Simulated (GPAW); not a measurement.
Runs of GPAW 26.7.0 on In3Sb. The structure is cubic, space group Pm-3m (No. 221). Conventional cell: a = 4.837 Å, b = 4.837 Å, c = 4.837 Å, α = 90.00°, β = 90.00°, γ = 90.00°. Sb (site symmetry m-3m) is surrounded by 12 In at 3.42 Å. In (site symmetry 4/mmm) is surrounded by 4 Sb at 3.42 Å and 8 In at 3.42 Å. The cell comes from a database or a generator and needn't be the stable form of this composition.

```tsv
task	level	potentials or basis	cell	band path	band points	optimizer	fmax	max steps	gap on the mesh (eV)	pressure (GPa)	relaxed volume (Å³/atom)
band structure	PBEsol	PAW data sets generated in the run's folder for this functional, pw	as given	GXMGRX,MR	60	-	-	-	-	-2.9	-
relaxation of cell and atoms	PBEsol+D3	PAW data sets generated in the run's folder for this functional, pw	relaxed	-	-	BFGS	0.02 eV/Å	60	none	-0.1	(a)
relaxation of cell and atoms	PBEsol+D3(BJ)+ATM	PAW data sets generated in the run's folder for this functional, pw	relaxed	-	-	BFGS	0.02 eV/Å	60	none	0.0	25.05
band structure	LDA	the program's PAW data sets (release 1.2.1) made for this functional, pw	as given	GXMGRX,MR	60	-	-	-	-	-4.2	-
single point	PBEsol	PAW data sets generated in the run's folder for this functional, pw	as given	-	-	-	-	-	none	-2.9	-
```

Alike in all rows: no spin polarisation; k mesh 6 × 6 × 6; cutoff (eV) 600; smearing fermi-dirac 0.05 eV.

Q: Fill in the values left out.

A: (a) 25.66.

Caveats: later steps reuse the first step's grids (some runs); pairwise dispersion overbinds metals, which lowers pressure and volume (some runs).

A k mesh can miss the band edges, and the runs leave out spin-orbit coupling on In, Sb.

A gap of «none» marks a metal or a gap under the smearing width.

Not every run made on this cell is shown here.
